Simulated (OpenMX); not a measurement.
The system is Fe.

```
Fe
1.0
    -1.44300    1.44300    1.44300
     1.44300   -1.44300    1.44300
     1.44300    1.44300   -1.44300
Fe
1
Direct
  0.00000 0.00000 0.00000
```

Base run:

| Property | Result |
| --- | --- |
| Program | OpenMX 3.8.5 |
| Functional | PBE |
| Potentials or basis | OpenMX 2013 PBE set, Fe6.0H-s3p2d2, grid cutoff 500 Ry |
| k mesh | 9 × 9 × 9 |
| Occupations | fermi-dirac, width 0.05 eV |
| Spin | collinear spin, ferromagnetic start |
| Starting moments | [3.0] μB |

Its results: pressure -5.8 GPa; net moment 2.41 μB per cell; site moments Fe +2.41 μB.

The run is repeated on the same cell with these changes: k mesh from 9 × 9 × 9 to 13 × 13 × 13. What comes out?

Pressure -7.1 GPa; net moment 2.34 μB per cell; site moments Fe +2.34 μB.

Caveats: the basis of atomic orbitals isn't converged, which shifts pressures, moduli and gaps.
